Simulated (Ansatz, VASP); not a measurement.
# S in VASP and in Ansatz

```
S
1.0
    -2.43948    2.43948    1.41025
     2.43948   -2.43948    1.41025
     2.43948    2.43948   -1.41025
S
2
Direct
  0.00000 0.00000 0.00000
  0.75000 0.25000 0.50000
```

Alike in both runs: functional PBEsol; k mesh 6 × 6 × 6; occupations gaussian, width 0.1 eV; no spin polarisation.

Ansatz relaxed the structure, and its values are those at the end. VASP's run is a single point on that final structure, the one shown.

```csv
,VASP,Ansatz
version,VASP 6.6.1,Ansatz 0.2.0
potentials or method,"VASP PAW PBE potentials, release 64 (S)","scalar-relativistic, plane waves, PAW"
plane-wave cutoff (eV),520,420
valence electrons in the cell,12,12
```

|  | VASP | Ansatz | Ansatz less VASP |
| --- | --- | --- | --- |
| gap on the k mesh at the Fermi level (eV) | none | none | - |
| pressure (GPa) | 0.1 | 0.0 | -0.09 |

A gap of «none» marks a metal or a gap that the smearing closes.

Caveats: the k mesh is coarse (spacing up to 0.43 Å⁻¹), so the values aren't converged; the PAW data sets were made with another functional, which shifts forces and pressure a little (VASP).
